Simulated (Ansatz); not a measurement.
In CuCl (zinc blende type) the Cu atom of the primitive cell, with all its periodic images, is moved by 0.06 Å along [111].

```
Cu Cl
1.0
     0.00000    2.71000    2.71000
     2.71000    0.00000    2.71000
     2.71000    2.71000    0.00000
Cu Cl
1 1
Direct
  0.00639 0.00639 0.00639
  0.25000 0.25000 0.25000
```

These are results of HSE06, plane waves, all-electron PAW datasets generated for the crystal, point nucleus (Ansatz), not measurements.

Cutoff 340 eV; exchange singularity: regularized; k-mesh 4×4×4 Γ-centred; Fermi–Dirac smearing of 0.05 eV; no spin polarisation.

**Question.** What force results?

**Answer.** The force on it along the displacement is -0.1477 eV/Å, a force constant of 2.46 eV/Å². A one-sided step along [111] also holds the cubic anharmonicity.

```tsv
atom	Fx (eV/Å)	Fy (eV/Å)	Fz (eV/Å)
Cu1	-0.0853	-0.0853	-0.0853
Cl2	0.0853	0.0853	0.0853
```

The k-mesh is modest, so these values aren't fully converged in k.
